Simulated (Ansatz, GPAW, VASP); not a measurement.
**One calculation of TePb, 3 ways**

```
Pb Te
1.0
     0.00000    3.23100    3.23100
     3.23100    0.00000    3.23100
     3.23100    3.23100    0.00000
Pb Te
1 1
Direct
  0.00000 0.00000 0.00000
  0.50000 0.50000 0.50000
```

Alike in all runs: task single point; functional PBE; k mesh 7 × 7 × 7; occupations gaussian, width 0.019 eV; no spin polarisation; no spin-orbit coupling. Pressure is positive in compression and, in plane waves, holds the error of the finite cutoff.

| program and potentials | plane-wave cutoff (eV) | notes | pressure (GPa) |
| --- | --- | --- | --- |
| VASP, PBE PAW files Pb_d, Te, 520 eV | 520 | - | 2.07 |
| GPAW, GPAW PAW data sets (gpaw-data 1.2.1) | 600 | - | 1.83 |
| Ansatz, all-electron LAPW, scalar-relativistic | - | - | 2.12 |

The pressure spans 1.83 (GPAW, GPAW PAW data sets (gpaw-data 1.2.1)) to 2.12 GPa (Ansatz, all-electron LAPW, scalar-relativistic), with all-electron results at 2.12.

The functional is the same throughout but for its coding, so the spread measures potentials, basis and numerics; runs on potential files found faulty are left out.
